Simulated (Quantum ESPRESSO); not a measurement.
# SnTe (Fm-3m) in Quantum ESPRESSO: notebook

One crystal, SnTe, is run at these levels: LDA, r2SCAN; tasks: band structure.

All numbers are computed with Quantum ESPRESSO 7.5; they aren't measurements. Logs are shortened: lines on timing, memory, paths and dates and some standing lists are left out, and cuts for length are marked.

**Measured values to compare with.**

From a printed reference work, textbook, for a bulk crystal of SnTe at 300 K: band gap 0.18 eV (direct).

The runs below are set against these values where they give the same quantity.

**1. The structure**

It takes space group Fm-3m (No. 225, cubic). Conventional cell: a = 6.302 Å, b = 6.302 Å, c = 6.302 Å, α = 90.00°, β = 90.00°, γ = 90.00°. Te (site symmetry m-3m) is surrounded by 6 Sn at 3.15 Å. Sn (site symmetry m-3m) is surrounded by 6 Te at 3.15 Å.

**2. Band structure, LDA**

pw.in

```
&CONTROL
  calculation = 'scf'
  prefix = 'pwscf'
  outdir = './tmp'
  pseudo_dir = './pseudo'
  tprnfor = .true.
  tstress = .true.
  disk_io = 'low'
/
&SYSTEM
  ibrav = 0
  nat = 2
  ntyp = 2
  ecutwfc = 68
  ecutrho = 544
  nbnd = 16
  occupations = 'smearing'
  smearing = 'fd'
  degauss = 0.00367493
/
&ELECTRONS
  conv_thr = 4d-10
  electron_maxstep = 120
  mixing_beta = 0.5
/
ATOMIC_SPECIES
Te   127.6000 te_lda_v1.uspp.F.UPF
Sn   118.7100 sn_lda_v1.4.uspp.F.UPF
CELL_PARAMETERS angstrom
   0.0000000000    3.1508500000    3.1508500000
   3.1508500000    0.0000000000    3.1508500000
   3.1508500000    3.1508500000    0.0000000000
ATOMIC_POSITIONS crystal
Te     0.5000000000    0.5000000000    0.5000000000
Sn     0.0000000000    0.0000000000    0.0000000000
K_POINTS automatic
7 7 7 0 0 0
```

bands.in

```
&CONTROL
  calculation = 'bands'
  prefix = 'pwscf'
  outdir = './tmp'
  pseudo_dir = './pseudo'
  disk_io = 'low'
  verbosity = 'high'
/
&SYSTEM
  ibrav = 0
  nat = 2
  ntyp = 2
  ecutwfc = 68
  ecutrho = 544
  nbnd = 16
  occupations = 'smearing'
  smearing = 'fd'
  degauss = 0.00367493
/
&ELECTRONS
  conv_thr = 1d-08
  electron_maxstep = 120
  mixing_beta = 0.5
  diago_full_acc = .true.
  startingwfc = 'random'
/
ATOMIC_SPECIES
Te   127.6000 te_lda_v1.uspp.F.UPF
Sn   118.7100 sn_lda_v1.4.uspp.F.UPF
CELL_PARAMETERS angstrom
   0.0000000000    3.1508500000    3.1508500000
   3.1508500000    0.0000000000    3.1508500000
   3.1508500000    3.1508500000    0.0000000000
ATOMIC_POSITIONS crystal
Te     0.5000000000    0.5000000000    0.5000000000
Sn     0.0000000000    0.0000000000    0.0000000000
K_POINTS crystal
60
 0.0000000000  0.0000000000  0.0000000000 1
 0.0625000000  0.0000000000  0.0625000000 1
 0.1250000000  0.0000000000  0.1250000000 1
 0.1875000000  0.0000000000  0.1875000000 1
 0.2500000000  0.0000000000  0.2500000000 1
 0.3125000000  0.0000000000  0.3125000000 1
 0.3750000000  0.0000000000  0.3750000000 1
 0.4375000000  0.0000000000  0.4375000000 1
 0.5000000000  0.0000000000  0.5000000000 1
 0.5000000000  0.0625000000  0.5625000000 1
 0.5000000000  0.1250000000  0.6250000000 1
 0.5000000000  0.1875000000  0.6875000000 1
 0.5000000000  0.2500000000  0.7500000000 1
 0.4375000000  0.3125000000  0.7500000000 1
 0.3750000000  0.3750000000  0.7500000000 1
 0.3375000000  0.3375000000  0.6750000000 1
 0.3000000000  0.3000000000  0.6000000000 1
 0.2625000000  0.2625000000  0.5250000000 1
 0.2250000000  0.2250000000  0.4500000000 1
 0.1875000000  0.1875000000  0.3750000000 1
 0.1500000000  0.1500000000  0.3000000000 1
 0.1125000000  0.1125000000  0.2250000000 1
 0.0750000000  0.0750000000  0.1500000000 1
 0.0375000000  0.0375000000  0.0750000000 1
 0.0000000000  0.0000000000  0.0000000000 1
 0.0625000000  0.0625000000  0.0625000000 1
 0.1250000000  0.1250000000  0.1250000000 1
 0.1875000000  0.1875000000  0.1875000000 1
 0.2500000000  0.2500000000  0.2500000000 1
 0.3125000000  0.3125000000  0.3125000000 1
 0.3750000000  0.3750000000  0.3750000000 1
 0.4375000000  0.4375000000  0.4375000000 1
 0.5000000000  0.5000000000  0.5000000000 1
 0.5250000000  0.4500000000  0.5250000000 1
 0.5500000000  0.4000000000  0.5500000000 1
 0.5750000000  0.3500000000  0.5750000000 1
 0.6000000000  0.3000000000  0.6000000000 1
 0.6250000000  0.2500000000  0.6250000000 1
 0.5833333333  0.2500000000  0.6666666667 1
 0.5416666667  0.2500000000  0.7083333333 1
 0.5000000000  0.2500000000  0.7500000000 1
 0.5000000000  0.2857142857  0.7142857143 1
 0.5000000000  0.3214285714  0.6785714286 1
 0.5000000000  0.3571428571  0.6428571429 1
 0.5000000000  0.3928571429  0.6071428571 1
 0.5000000000  0.4285714286  0.5714285714 1
 0.5000000000  0.4642857143  0.5357142857 1
 0.5000000000  0.5000000000  0.5000000000 1
 0.4821428571  0.4821428571  0.5357142857 1
 0.4642857143  0.4642857143  0.5714285714 1
 0.4464285714  0.4464285714  0.6071428571 1
 0.4285714286  0.4285714286  0.6428571429 1
 0.4107142857  0.4107142857  0.6785714286 1
 0.3928571429  0.3928571429  0.7142857143 1
 0.3750000000  0.3750000000  0.7500000000 1
 0.6250000000  0.2500000000  0.6250000000 1
 0.5937500000  0.1875000000  0.5937500000 1
 0.5625000000  0.1250000000  0.5625000000 1
 0.5312500000  0.0625000000  0.5312500000 1
 0.5000000000  0.0000000000  0.5000000000 1
```

Potentials or basis: GBRV 1.5 LDA.

The run is started by

```console
$ OMP_NUM_THREADS=1 mpirun -n 2 pw.x -nk 2 -in pw.in > pw.out
$ OMP_NUM_THREADS=1 mpirun -n 2 pw.x -nk 2 -in bands.in > bands.out
```

pw.out:

```text
This program is part of the open-source Quantum ESPRESSO suite
     for quantum simulation of materials; please cite
         "P. Giannozzi et al., J. Phys.:Condens. Matter 21 395502 (2009);
         "P. Giannozzi et al., J. Phys.:Condens. Matter 29 465901 (2017);
         "P. Giannozzi et al., J. Chem. Phys. 152 154105 (2020);
     in publications or presentations arising from this work. More details at

     Message from routine setup:
     using ibrav=0 with symmetry is DISCOURAGED, use correct ibrav instead

     K-points division:     npool     =       2
     Subspace diagonalization in iterative solution of the eigenvalue problem:
     a serial algorithm will be used

     G-vector sticks info
     --------------------
     sticks:   dense  smooth     PW     G-vecs:    dense   smooth      PW
     Sum        2665    1333    379                90249    31951    5029

     Using Slab Decomposition

     bravais-lattice index     =            0
     lattice parameter (alat)  =       8.4206  a.u.
     unit-cell volume          =     422.1918 (a.u.)^3
     number of atoms/cell      =            2
     number of atomic types    =            2
     number of electrons       =        20.00
     number of Kohn-Sham states=           16
     kinetic-energy cutoff     =      68.0000  Ry
     charge density cutoff     =     544.0000  Ry
     scf convergence threshold =      4.0E-10
     mixing beta               =       0.5000
     number of iterations used =            8  plain     mixing
     Exchange-correlation=  SLA  PZ   NOGX NOGC
                           (   1   1   0   0   0   0   0)

     celldm(1)=   8.420572  celldm(2)=   0.000000  celldm(3)=   0.000000
     celldm(4)=   0.000000  celldm(5)=   0.000000  celldm(6)=   0.000000

     crystal axes: (cart. coord. in units of alat)
               a(1) = (   0.000000   0.707107   0.707107 )
               a(2) = (   0.707107   0.000000   0.707107 )
               a(3) = (   0.707107   0.707107   0.000000 )

     reciprocal axes: (cart. coord. in units 2 pi/alat)
               b(1) = ( -0.707107  0.707107  0.707107 )
               b(2) = (  0.707107 -0.707107  0.707107 )
               b(3) = (  0.707107  0.707107 -0.707107 )

     PseudoPot. # 1 for Te read from file:
     te_lda_v1.uspp.F.UPF
     Pseudo is Ultrasoft + core correction, Zval =  6.0
     Generated by new atomic code, or converted to UPF format
     Using radial grid of  891 points,  5 beta functions with:
                l(1) =   0
                l(2) =   0
                l(3) =   1
                l(4) =   1
                l(5) =   2
     Q(r) pseudized with  6 coefficients,  rinner =    1.800   1.800   1.800
                                                       1.800   1.800

     PseudoPot. # 2 for Sn read from file:
     sn_lda_v1.4.uspp.F.UPF
     Pseudo is Ultrasoft + core correction, Zval = 14.0
     Generated by new atomic code, or converted to UPF format
     Using radial grid of  891 points,  6 beta functions with:
                l(1) =   0
                l(2) =   0
                l(3) =   1
                l(4) =   1
                l(5) =   2
                l(6) =   2
     Q(r) pseudized with  8 coefficients,  rinner =    1.350   1.350   1.350
                                                       1.350   1.350

     atomic species   valence    mass     pseudopotential
     Te                6.00   127.60000     Te( 1.00)
     Sn               14.00   118.71000     Sn( 1.00)

     48 Sym. Ops., with inversion, found

   Cartesian axes

     site n.     atom                  positions (alat units)
         1        Te     tau(   1) = (   0.7071068   0.7071068   0.7071068  )
         2        Sn     tau(   2) = (   0.0000000   0.0000000   0.0000000  )

     number of k points=    20  Fermi-Dirac smearing, width (Ry)=  0.0037
                       cart. coord. in units 2pi/alat
        k(    1) = (   0.0000000   0.0000000   0.0000000), wk =   0.0058309
        k(    2) = (   0.1010153   0.1010153  -0.1010153), wk =   0.0466472
        k(    3) = (   0.2020305   0.2020305  -0.2020305), wk =   0.0466472
        k(    4) = (   0.3030458   0.3030458  -0.3030458), wk =   0.0466472
        k(    5) = (   0.2020305  -0.0000000   0.0000000), wk =   0.0349854
        k(    6) = (   0.3030458   0.1010153  -0.1010153), wk =   0.1399417
[... 12 lines left out ...]
        k(   19) = (  -0.1010153  -0.5050763   0.7071068), wk =   0.1399417
        k(   20) = (   0.0000000  -0.4040610   0.6060915), wk =   0.1399417

     Dense  grid:    90249 G-vectors     FFT dimensions: (  64,  64,  64)

     Smooth grid:    31951 G-vectors     FFT dimensions: (  45,  45,  45)

     Initial potential from superposition of free atoms

     starting charge      18.9998, renormalised to      20.0000
     Starting wfcs are   13 randomized atomic wfcs +    3 random wfcs

     Self-consistent Calculation

     iteration #  1     ecut=    68.00 Ry     beta= 0.50
     Davidson diagonalization with overlap
     ethr =  1.00E-02,  avg # of iterations =  9.2

     total energy              =    -185.32391588 Ry
     estimated scf accuracy    <       0.63684700 Ry
[... 12 lines left out ...]
     total energy              =    -185.48535781 Ry
     estimated scf accuracy    <       0.00186556 Ry

     iteration #  4     ecut=    68.00 Ry     beta= 0.50
     Davidson diagonalization with overlap
     c_bands:  1 eigenvalues not converged
     ethr =  9.33E-06,  avg # of iterations =  8.3

     total energy              =    -185.48554327 Ry
     estimated scf accuracy    <       0.00026922 Ry

     iteration #  5     ecut=    68.00 Ry     beta= 0.50
     Davidson diagonalization with overlap
     ethr =  1.35E-06,  avg # of iterations =  2.9
[... 32 lines left out ...]
     iteration # 10     ecut=    68.00 Ry     beta= 0.50
     Davidson diagonalization with overlap
     ethr =  3.20E-12,  avg # of iterations =  4.5

     End of self-consistent calculation

          k = 0.0000 0.0000 0.0000 (  4015 PWs)   bands (ev):

   -13.9027 -13.9027 -13.8930 -13.8930 -13.8930  -4.9852   3.0106   5.7544
     5.7544   5.7544  11.2466  11.2466  11.2466  12.6327  12.6327  12.6327

          k = 0.1010 0.1010-0.1010 (  3972 PWs)   bands (ev):
[... 71 lines left out ...]
   -13.9187 -13.8991 -13.8955 -13.8828 -13.8822  -3.3955   0.8508   2.4369
     4.3144   4.5453  10.5263  11.9361  12.2408  13.8590  17.2373  17.7181

          k = 0.4041 0.2020 0.0000 (  3997 PWs)   bands (ev):

   -13.9106 -13.9025 -13.8930 -13.8866 -13.8863  -3.9924   0.6189   4.2072
     5.1178   6.2072   9.4297  10.2258  11.3750  12.4699  15.5774  16.3555

          k =-0.2020-0.4041 0.6061 (  4009 PWs)   bands (ev):
[... 11 lines left out ...]
   -13.9144 -13.9025 -13.8908 -13.8878 -13.8824  -3.3674   0.2921   2.9339
     3.6463   6.6291   9.0053  11.9521  12.8566  13.1715  14.4133  17.9580

     the Fermi energy is     7.8757 ev

!    total energy              =    -185.48561483 Ry
     estimated scf accuracy    <          6.4E-11 Ry
     smearing contrib. (-TS)   =      -0.00000506 Ry
     internal energy E=F+TS    =    -185.48560977 Ry

     The total energy is F=E-TS. E is the sum of the following terms:
     one-electron contribution =     -71.39888460 Ry
     hartree contribution      =      47.40040954 Ry
     xc contribution           =     -56.79179320 Ry
     ewald contribution        =    -104.69534151 Ry

     convergence has been achieved in  10 iterations

     Forces acting on atoms (cartesian axes, Ry/au):

     atom    1 type  1   force =     0.00000000    0.00000000   -0.00000000
     atom    2 type  2   force =     0.00000000    0.00000000   -0.00000000

     Total force =     0.000000     Total SCF correction =     0.000000

     Computing stress (Cartesian axis) and pressure

          total   stress  (Ry/bohr**3)                   (kbar)     P=      -17.80
  -0.00012100  -0.00000000  -0.00000000          -17.80       -0.00       -0.00
  -0.00000000  -0.00012100   0.00000000           -0.00      -17.80        0.00
   0.00000000   0.00000000  -0.00012100            0.00        0.00      -17.80

=------------------------------------------------------------------------------=
   JOB DONE.
=------------------------------------------------------------------------------=
```

It took 53 s on 2 MPI ranks of Arm Neoverse V2, shared host; peak memory 0.46 GiB.

What came out:

| Property | Result |
| --- | --- |
| Free energy | -2523.6604 eV |
| Pressure | -1.8 GPa |
| Band gap along the path | 0.15 eV, direct |

Levels at the corners of the path, in eV from the Fermi level:
```
point  band 8  band 9  band 10  band 11  band 12  band 13
    Γ   -2.12   -2.12    -2.12     3.37     3.37     3.37
    X   -5.57   -3.72    -3.72     2.14     4.90     4.90
    W   -4.82   -4.82    -0.84     0.78     4.59     4.59
    K   -5.17   -3.23    -2.75     2.97     3.02     4.22
    Γ   -2.12   -2.12    -2.12     3.37     3.37     3.37
    L   -1.78   -1.78    -0.09     0.06     0.29     0.29
    U   -5.17   -3.23    -2.75     2.97     3.02     4.22
    W   -4.82   -4.82    -0.84     0.78     4.59     4.59
    L   -1.78   -1.78    -0.09     0.06     0.29     0.29
    K   -5.17   -3.23    -2.75     2.97     3.02     4.22
    U   -5.17   -3.23    -2.75     2.97     3.02     4.22
    X   -5.57   -3.72    -3.72     2.14     4.90     4.90
```

Caveat: this odd mesh misses L, where the gap lies, so gap, dielectric constants and Born charges aren't listed; spin-orbit coupling is left out, which moves the levels of the heavy elements.

[end of part 1 of 2]
